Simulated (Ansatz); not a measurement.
**SnO2 (Fm-3m): G0W0 and the treatment of frequencies and band sums**

```
CELL_PARAMETERS angstrom
0.00000 2.43663 2.43663
2.43663 0.00000 2.43663
2.43663 2.43663 0.00000
ATOMIC_POSITIONS crystal
Sn 0.00000 0.00000 0.00000
O 0.25000 0.25000 0.25000
O 0.75000 0.75000 0.75000
```

Held fixed (Ansatz):

- orbitals: PBE
- datasets: soft PAW set, first generation
- k mesh: 4×4×4
- response cutoff: 200 eV
- wave cutoff: 420 eV
- spin-orbit coupling: off

The gap is read from k = (0.25, -0.5, -0.25) to Γ, linearised, between the Kohn-Sham band edges among the points solved. ε∞ is the electronic dielectric constant on this mesh. Runs with cut sums weigh the q → 0 term analytically. The completed-sum build treats it its own way, which on a coarse mesh shifts the gap as well.

| treatment | KS gap (eV) | G0W0 gap (eV) | ε∞ |
| --- | --- | --- | --- |
| contour deformation, sums cut at 186 empty bands | 1.53 | 2.81 | 4.9 |
| plasmon pole fitted at 27.61i eV, sums cut at 186 empty bands | 1.53 | 2.79 | 4.9 |
| contour deformation, 76 empty bands and completed sums (trial build, its own q → 0 term) | 1.53 | 3.15 | 4.9 |

Farthest from contour deformation, sums cut at 186 empty bands in the G0W0 gap: contour deformation, 76 empty bands and completed sums (trial build, its own q → 0 term) (+0.34 eV). The nearest differs by 0.027 eV.

Soft PAW datasets can miss an all-electron G0W0 gap by more than 5 %. The cell is a model at fixed atoms and needn't be the relaxed known crystal. Points k are given in fractions of the reciprocal vectors. The mesh is coarse, so these are values at the stated settings, not converged ones. Band sums or response are cut, so the gap isn't at its basis limit. The gap is read on the mesh, and the crystal's band edges can lie off it. Meshes this coarse can overestimate the dielectric constant by a tenth and more.
